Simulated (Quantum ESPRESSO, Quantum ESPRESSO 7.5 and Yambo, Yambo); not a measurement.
## Local fields in the dielectric function of GaN (F-43m)

Aim: the dielectric function and the loss function of GaN (F-43m), with and without local fields.

Program: Quantum ESPRESSO 7.5 and Yambo 5.3.0. Level of theory: PBE and many-body steps on it, plane waves. Results are calculated unless marked as measured.

## (1) The structure

Symmetry: F-43m, No. 216, cubic system. The conventional cell has a = 4.507 Å, b = 4.507 Å, c = 4.507 Å, α = 90.00°, β = 90.00°, γ = 90.00°. Ga has 4 N at 1.95 Å nearest. N has 4 Ga at 1.95 Å nearest. Farther neighbours and most contacts between anions are not listed.

The cell and positions are those that the Materials Project relaxed with its own functionals (PBE, PBE+U or r2SCAN), kept fixed. This is not the form that GaN usually takes at ambient conditions.

## (2) Empty states on the mesh, 10×10×10 mesh, 30 bands

This step: Quantum ESPRESSO 7.5; DFT, PBE, plane waves, norm-conserving pseudopotentials.

The sums over transitions need many empty states on a uniform mesh; this step solves for them.

Contents of pw.in:

```
&control
  calculation = 'nscf'
  prefix = 'x'
  outdir = 'o'
  pseudo_dir = 'pseudo'
/
&system
  ibrav = 0
  nat = 2
  ntyp = 2
  ecutwfc = 72.0
  nbnd = 30
  force_symmorphic = .true.
/
&electrons
  conv_thr = 1e-9
  electron_maxstep = 80
  diago_full_acc = .true.
  diago_thr_init = 5e-6
/
ATOMIC_SPECIES
  Ga 69.723 Ga.upf
  N 14.007 N.upf
CELL_PARAMETERS angstrom
  0.0000000000 2.2535006075 2.2535006075
  2.2535006075 0.0000000000 2.2535006075
  2.2535006075 2.2535006075 0.0000000000
ATOMIC_POSITIONS crystal
  Ga 0.0000000000 0.0000000000 0.0000000000
  N 0.7500000000 0.7500000000 0.7500000000
K_POINTS automatic
  10 10 10 0 0 0
```

The run is started by

```
$ OMP_NUM_THREADS=1 mpirun -n 4 pw.x -nk 4 -in pw.in > pw.out
```

Log:

```text
Program PWSCF v.7.5 starts

     This program is part of the open-source Quantum ESPRESSO suite
     for quantum simulation of materials; please cite
         "P. Giannozzi et al., J. Phys.:Condens. Matter 21 395502 (2009);
         "P. Giannozzi et al., J. Phys.:Condens. Matter 29 465901 (2017);
         "P. Giannozzi et al., J. Chem. Phys. 152 154105 (2020);
     in publications or presentations arising from this work. More details at

     Atomic positions and unit cell read from directory:
     o/x.save/

     Message from routine setup:
[...]
k = 0.1414 0.1414-0.1414 (  1576 PWs)   bands (ev):

[...]
10.2240  14.2797  19.6565  21.3670  21.3670  27.0444  27.3554  27.3554
    31.9851  34.8928  34.8928  37.9541  41.1610  42.4284  42.4284  49.5767
    49.5767  57.1781  57.6166  58.3633  58.3633  62.3396

          k = 0.2121 0.2121-0.2121 (  1603 PWs)   bands (ev):

     [... further k-points ...]

     highest occupied, lowest unoccupied level (ev):    10.5902   12.3489

     XML data file, pseudopotentials, collected wavefunctions

=------------------------------------------------------------------------------=
   JOB DONE.
=------------------------------------------------------------------------------=
```

The job ended after 4.4 s (4 MPI ranks of Arm Neoverse V1, shared host; peak memory 0.19 GiB).

This step gave:

```yaml
gap: 1.759 eV
k_of_the_valence_top: 0, 0, 0
k_of_the_conduction_bottom: 0, 0, 0
least_direct_gap: 1.759 eV
k_points_computed: 47
lowest_point_of_the_top_converged_band_above_the_valence_top: 44.51 eV
```

On this mesh the gap is 1.759 eV.

The density comes from a self-consistent run that is not shown.

## (3) Conversion and set-up

This step: Yambo 5.3.0; conversion and set-up on PBE, plane waves, norm-conserving pseudopotentials.

The states are converted to the many-body program's format and the q mesh is built.

The run is started by

```
$ (cd o/x.save; p2y > p2y.log; mv SAVE ../..); yambo > setup.log
```

Log:

```text
 Yambo, version 5.3.0

 [02] CORE Variables Setup
 =========================

  [02.01] Unit cells
  ==================

  Cell kind             :  FCC
  Atoms in the cell     :  Ga  N
  number of Ga atoms    :  1
  number of N  atoms    :  1

  List of atomic masses
  Mass of Ga    :  69.72300
  Mass of N     :  14.00700

  List of atomic coordinates    : [cc]
  Ga1       :  0.000000  0.000000  0.000000  order 1
  N1       :  6.387748  6.387748  6.387748  order 2

  Alat factors          :  4.258499  4.258499  4.258499 [a.u.]
  Direct lattice volume :  154.4542 [a.u.]
[...]
Q [ 1]         [rlu]:  0.000000  0.000000  0.000000
 Q [ 2]         [rlu]: -0.21427E-17 -0.21427E-17  0.10000
 Q [ 3]         [rlu]:  0.64851E-18  0.64851E-18  0.20000
[...]
Q [ 8]         [rlu]: -0.41477E-17  0.10000      0.20000
 Q [ 9]         [rlu]:  0.64851E-18  0.10000      0.30000
 Q [10]         [rlu]: -0.19561E-17  0.10000      0.40000
     [... 35 further rows ...]
 Q [46]         [rlu]:  0.200000  0.400000 -0.300000
 Q [47]         [rlu]:  0.200000 -0.500000 -0.300000

  [03.01] X indexes
  =================

   [03.01.01] Sigma indexes
   ========================

 [06] Game Over & Game summary
```

Wall time 2.7 s (1 MPI rank); peak memory 0.24 GiB.

## (4) RPA response with local fields

The response function is computed on a frequency grid, with local fields up to the given cutoff.

This step: RPA response with local fields on PBE, plane waves, norm-conserving pseudopotentials.

Contents of optics1.in:

```
optics
chi
dipoles
Chimod= "HARTREE"
% QpntsRXd
 1 | 4 |
%
% BndsRnXd
 1 | 30 |
%
NGsBlkXd= 3 Ry
% EnRngeXd
 0 | 30 | eV
%
% DmRngeXd
 0.2 | 0.2 | eV
%
ETStpsXd= 301
% LongDrXd
 1 | 0 | 0 |
%
```

The run is started by

```
$ OMP_NUM_THREADS=1 mpirun -n 4 yambo -F optics1.in -J optics1 -C optics1 > optics1.log
```

Log:

```text
 Yambo, version 5.3.0

 [02] CORE Variables Setup
 =========================

  [... cell, symmetries and grids as in the set-up ...]

  [02.05] Energies & Occupations
  ==============================

  [X] === General ===
  [X] Electronic Temperature                        :  0.000000  0.000000 [eV K]
  [X] Bosonic    Temperature                        :  0.000000  0.000000 [eV K]
  [X] Finite Temperature mode                       : no
  [X] El. density                                   :  0.78645E+24 [cm-3]
  [X] Fermi Level                                   :  10.59023 [eV]

  [X] === Gaps and Widths ===
  [X] Conduction Band Min                           :  1.758708 [eV]
  [X] Valence Band Max                              :  0.000000 [eV]
  [X] Filled Bands                                  :   9
  [X] Empty Bands                                   :  10  30
  [X] Direct Gap                                    :  1.758708 [eV]
  [X] Direct Gap localized at k                     :  1
  [X] Indirect Gap                                  :  1.758708 [eV]
  [X] Indirect Gap between kpts                     :  1  1
  [X] Last valence band width                       :  3.544538 [eV]
  [X] 1st conduction band width                     :  4.989704 [eV]

 [03] Transferred momenta grid and indexing
 ==========================================

 IBZ Q-points                                      :   47
 BZ  Q-points                                      :  1000

 K/Q-points units:
 rlu = crystal or reduced units; cc = cartesian coordinates; iku = interal k-units

 Q [ 1]         [rlu]:  0.000000  0.000000  0.000000
 Q [ 2]         [rlu]: -0.21427E-17 -0.21427E-17  0.10000
 Q [ 3]         [rlu]:  0.64851E-18  0.64851E-18  0.20000
 Q [ 4]         [rlu]:  0.69879E-17  0.69879E-17  0.30000
 Q [ 5]         [rlu]:  0.93171E-17  0.93171E-17  0.40000
 Q [ 6]         [rlu]: -0.21514E-16 -0.21514E-16 -0.50000
 Q [ 7]         [rlu]: -0.17119E-17  0.10000      0.10000
 Q [ 8]         [rlu]: -0.41477E-17  0.10000      0.20000
 Q [ 9]         [rlu]:  0.64851E-18  0.10000      0.30000
 Q [10]         [rlu]: -0.19561E-17  0.10000      0.40000
     [... 35 further rows ...]
 Q [46]         [rlu]:  0.200000  0.400000 -0.300000
 Q [47]         [rlu]:  0.200000 -0.500000 -0.300000

 [04] Dipoles
 ============

  [04.01] Setup: observables and procedures
  =========================================

  [WARNING] [r,Vnl^pseudo] included in position and velocity dipoles.

  [WARNING] In case H contains other non local terms, these are neglected

 [05] Optics
 ===========

 [08] Game Over & Game summary
```

The job ended after 29 s (4 MPI ranks; peak memory 1.4 GiB; 1.9 min of CPU time).

This step gave:

```yaml
eps_at_zero_frequency: 5.835
the_same_without_local_fields: 6.089
loss_peak: 20.3 eV
```

The static value is 5.84.

The ε₂ has structure finer than the step of the table below, so its rows give means over 0.5 eV, whole bins alone (the curve runs from 0 to 30 eV). Peaks (eV: height): HARTREE 5.60: 4.86, 6.40: 7.82, 7.50: 8.00, 9.10: 6.08, 11.50: 5.33; no local fields 5.60: 4.92, 6.30: 8.04, 7.40: 8.29, 9.00: 7.40, 11.40: 6.36.

Broadening 0.2 eV; field along x. ε₂ against energy; means over each step:

| energy (eV) | HARTREE | no local fields |
| --- | --- | --- |
| 0.5 | 0.170 | 0.179 |
| 1.0 | 0.227 | 0.235 |
| 1.5 | 0.604 | 0.611 |
| 2.0 | 0.765 | 0.772 |
| 2.5 | 1.32 | 1.33 |
| 3.0 | 1.61 | 1.61 |
| 3.5 | 1.56 | 1.57 |
| 4.0 | 2.05 | 2.08 |
| 4.5 | 2.49 | 2.50 |
| 5.0 | 2.60 | 2.66 |
| 5.5 | 4.13 | 4.23 |
| 6.0 | 4.87 | 5.15 |
| 6.5 | 6.92 | 7.14 |
| 7.0 | 6.74 | 7.13 |
| 7.5 | 7.54 | 7.70 |
| 8.0 | 4.78 | 4.95 |
| 8.5 | 4.36 | 4.97 |
| 9.0 | 5.55 | 6.81 |
| 9.5 | 5.59 | 6.80 |
| 10.0 | 5.12 | 5.96 |
| 10.5 | 4.28 | 5.03 |
| 11.0 | 4.25 | 5.19 |
| 11.5 | 5.16 | 6.06 |
| 12.0 | 5.14 | 5.19 |
| 12.5 | 4.26 | 3.76 |
| 13.0 | 2.90 | 2.51 |
| 13.5 | 2.47 | 2.24 |
| 14.0 | 2.02 | 1.76 |
| 14.5 | 1.62 | 1.42 |
| 15.0 | 1.12 | 0.989 |
| 15.5 | 1.01 | 0.960 |
| 16.0 | 0.958 | 0.914 |
| 16.5 | 0.775 | 0.775 |
| 17.0 | 0.847 | 0.902 |
| 17.5 | 0.782 | 0.851 |
| 18.0 | 0.721 | 0.799 |
| 18.5 | 0.617 | 0.657 |
| 19.0 | 0.618 | 0.653 |
| 19.5 | 0.624 | 0.654 |
| 20.0 | 0.514 | 0.527 |
| 20.5 | 0.433 | 0.461 |
| 21.0 | 0.445 | 0.522 |
| 21.5 | 0.545 | 0.620 |
| 22.0 | 0.544 | 0.573 |
| 22.5 | 0.423 | 0.470 |
| 23.0 | 0.447 | 0.583 |
| 23.5 | 0.501 | 0.716 |
| 24.0 | 0.522 | 0.761 |
| 24.5 | 0.562 | 0.711 |
| 25.0 | 0.603 | 0.682 |
| 25.5 | 0.597 | 0.615 |
| 26.0 | 0.500 | 0.506 |
| 26.5 | 0.407 | 0.441 |
| 27.0 | 0.362 | 0.419 |
| 27.5 | 0.378 | 0.488 |
| 28.0 | 0.388 | 0.456 |
| 28.5 | 0.378 | 0.417 |
| 29.0 | 0.336 | 0.352 |
| 29.5 | 0.317 | 0.375 |

The loss function, HARTREE has structure finer than the step of the table below, so its rows give means over 1 eV, whole bins alone (the curve runs from 0 to 30 eV). Peaks (eV: height): 18.8: 1.71, 20.3: 1.94, 22.2: 1.47, 25.9: 1.24.

Broadening 0.2 eV; field along x. The loss function, HARTREE by energy loss; means over each step:

energy loss (eV), loss function, HARTREE and a bar:
```
        1       0.01 
        2       0.02 
        3       0.04 #
        4       0.04 #
        5       0.05 #
        6       0.07 #
        7       0.10 ##
        8       0.18 ###
        9       0.16 ###
       10       0.20 ###
       11       0.22 ####
       12       0.19 ###
       13       0.25 ####
       14       0.32 #####
       15       0.48 ########
       16       0.78 #############
       17       1.12 ###################
       18       1.38 #######################
       19       1.58 ##########################
       20       1.80 ##############################
       21       1.35 ######################
       22       1.26 #####################
       23       0.97 ################
       24       0.88 ###############
       25       0.93 ###############
       26       1.17 ###################
       27       0.94 ################
       28       0.82 ##############
       29       0.76 #############
```

The Im eps has structure finer than the step of the table below, so its rows give means over 1 eV, whole bins alone (the curve runs from 0 to 30 eV). Peaks (eV: height): HARTREE 7.7: 6.93, 9.7: 5.83, 11.8: 5.54; no local fields 7.7: 7.26, 9.7: 6.95, 11.6: 6.11.

Broadening 0.2 eV; momentum transfer q number 2. Table of Im eps by energy; means over each step:

```
energy (eV)  HARTREE  no local fields
          1    0.133            0.146
          2    0.272            0.297
          3     1.22             1.30
          4     1.70             1.80
          5     2.34             2.49
          6     4.34             4.62
          7     5.90             6.30
          8     5.83             6.25
          9     4.96             5.88
         10     5.12             5.91
         11     4.45             5.35
         12     4.91             4.91
         13     3.42             3.11
         14     2.04             1.78
         15     1.32             1.21
         16     1.00            0.989
         17    0.882            0.923
         18    0.775            0.840
         19    0.648            0.683
         20    0.540            0.566
         21    0.547            0.609
         22    0.518            0.562
         23    0.481            0.612
         24    0.562            0.772
         25    0.601            0.679
         26    0.500            0.507
         27    0.377            0.457
         28    0.394            0.481
         29    0.351            0.394
```

The -Im 1/eps, HARTREE has structure finer than the step of the table below, so its rows give means over 1 eV, whole bins alone (the curve runs from 0 to 30 eV). Peaks (eV: height): 20.0: 1.81, 25.9: 1.26.

Broadening 0.2 eV; momentum transfer q number 2. Table of -Im 1/eps, HARTREE by energy loss; means over each step:

```
energy loss (eV)  -Im 1/eps, HARTREE
               1             0.00463
               2             0.00775
               3              0.0322
               4              0.0432
               5              0.0486
               6              0.0646
               7              0.0998
               8               0.152
               9               0.167
              10               0.192
              11               0.214
              12               0.195
              13               0.246
              14               0.320
              15               0.495
              16               0.788
              17                1.04
              18                1.27
              19                1.53
              20                1.67
              21                1.28
              22                1.26
              23               0.984
              24               0.893
              25               0.970
              26                1.17
              27               0.959
              28               0.816
              29               0.775
```

The Im eps has structure finer than the step of the table below, so its rows give means over 1 eV, whole bins alone (the curve runs from 0 to 30 eV). Peaks (eV: height): HARTREE 8.7: 5.95, 10.3: 5.04, 12.0: 5.30; no local fields 8.6: 6.92, 10.3: 5.86, 11.9: 5.74.

Broadening 0.2 eV; momentum transfer q number 3. Im eps against energy; means over each step:

```
energy (eV)  HARTREE  no local fields
          1   0.0779           0.0925
          2    0.101            0.121
          3    0.256            0.321
          4    0.770            0.968
          5     1.53             1.83
          6     2.16             2.56
          7     3.70             4.25
          8     4.94             5.93
          9     5.35             5.98
         10     4.45             5.17
         11     4.39             4.93
         12     4.74             4.98
         13     3.81             3.44
         14     2.59             2.20
         15     1.43             1.27
         16     1.20             1.20
         17     1.18             1.23
         18    0.878            0.946
         19    0.747            0.793
         20    0.639            0.673
         21    0.692            0.747
         22    0.607            0.651
         23    0.582            0.711
         24    0.640            0.842
         25    0.631            0.696
         26    0.514            0.528
         27    0.406            0.537
         28    0.420            0.530
         29    0.379            0.448
```

## (5) Independent-particle response

This step: independent-particle response on PBE, plane waves, norm-conserving pseudopotentials.

Contents of optics2.in:

```
optics
chi
dipoles
Chimod= "IP"
% QpntsRXd
 1 | 1 |
%
% BndsRnXd
 1 | 30 |
%
NGsBlkXd= 1 RL
% EnRngeXd
 0 | 30 | eV
%
% DmRngeXd
 0.2 | 0.2 | eV
%
ETStpsXd= 301
% LongDrXd
 1 | 0 | 0 |
%
```

The run is started by

```
$ OMP_NUM_THREADS=1 mpirun -n 4 yambo -F optics2.in -J optics2 -C optics2 > optics2.log
```

Log:

```text
 Yambo, version 5.3.0

 [02] CORE Variables Setup
 =========================

  [... cell, symmetries and grids as in the set-up ...]

  [02.05] Energies & Occupations
  ==============================

  [X] === General ===
  [X] Electronic Temperature                        :  0.000000  0.000000 [eV K]
  [X] Bosonic    Temperature                        :  0.000000  0.000000 [eV K]
  [X] Finite Temperature mode                       : no
  [X] El. density                                   :  0.78645E+24 [cm-3]
  [X] Fermi Level                                   :  10.59023 [eV]

  [X] === Gaps and Widths ===
  [X] Conduction Band Min                           :  1.758708 [eV]
  [X] Valence Band Max                              :  0.000000 [eV]
  [X] Filled Bands                                  :   9
  [X] Empty Bands                                   :  10  30
  [X] Direct Gap                                    :  1.758708 [eV]
  [X] Direct Gap localized at k                     :  1
  [X] Indirect Gap                                  :  1.758708 [eV]
  [X] Indirect Gap between kpts                     :  1  1
  [X] Last valence band width                       :  3.544538 [eV]
  [X] 1st conduction band width                     :  4.989704 [eV]

 [03] Transferred momenta grid and indexing
 ==========================================

 IBZ Q-points                                      :   47
 BZ  Q-points                                      :  1000

 K/Q-points units:
 rlu = crystal or reduced units; cc = cartesian coordinates; iku = interal k-units

 Q [ 1]         [rlu]:  0.000000  0.000000  0.000000
 Q [ 2]         [rlu]: -0.21427E-17 -0.21427E-17  0.10000
 Q [ 3]         [rlu]:  0.64851E-18  0.64851E-18  0.20000
[...]
Q [ 8]         [rlu]: -0.41477E-17  0.10000      0.20000
 Q [ 9]         [rlu]:  0.64851E-18  0.10000      0.30000
 Q [10]         [rlu]: -0.19561E-17  0.10000      0.40000
     [... 35 further rows ...]
 Q [46]         [rlu]:  0.200000  0.400000 -0.300000
 Q [47]         [rlu]:  0.200000 -0.500000 -0.300000

 [04] Dipoles
 ============

  [04.01] Setup: observables and procedures
  =========================================

  [WARNING] [r,Vnl^pseudo] included in position and velocity dipoles.

  [WARNING] In case H contains other non local terms, these are neglected

 [05] Optics
 ===========

 [08] Game Over & Game summary
```

Elapsed: 2.5 s, on 4 MPI ranks; peak memory 1 GiB.

Numbers from this step:

```yaml
eps_at_zero_frequency: 6.089
loss_peak: 20.3 eV
```

The static value is 6.09.

The ε₂, IP has structure finer than the step of the table below, so its rows give means over 1 eV, whole bins alone (the curve runs from 0 to 30 eV). Peaks (eV: height): 5.6: 4.92, 6.3: 8.04, 7.4: 8.29, 9.0: 7.40, 11.4: 6.36.

Broadening 0.2 eV; field along x. Table of ε₂, IP by energy; means over each step:

| energy (eV) | ε₂, IP |
| --- | --- |
| 1 | 0.262 |
| 2 | 0.806 |
| 3 | 1.64 |
| 4 | 2.09 |
| 5 | 2.88 |
| 6 | 5.69 |
| 7 | 7.21 |
| 8 | 5.48 |
| 9 | 6.41 |
| 10 | 5.94 |
| 11 | 5.40 |
| 12 | 5.11 |
| 13 | 2.66 |
| 14 | 1.81 |
| 15 | 1.06 |
| 16 | 0.902 |
| 17 | 0.862 |
| 18 | 0.777 |
| 19 | 0.659 |
| 20 | 0.533 |
| 21 | 0.522 |
| 22 | 0.568 |
| 23 | 0.584 |
| 24 | 0.743 |
| 25 | 0.677 |
| 26 | 0.513 |
| 27 | 0.435 |
| 28 | 0.465 |
| 29 | 0.363 |

[end of part 1 of 3]

[Paths, hosts, dates, memory and timing lines, banners, echoed tables and standing remarks are left out of the program output.]

[Logs are printed without paths, hosts, clocks, repeated set-up lines and the standing remarks that a program may print on its own settings, such as how far it seeks lower states.]

[Runs of the session that timed out or met a known fault of the program may be left out.]

[Hosts, paths, dates, database ids (printed as entryN), source tags and the programs' standing remarks are cut or masked in the printed files.]
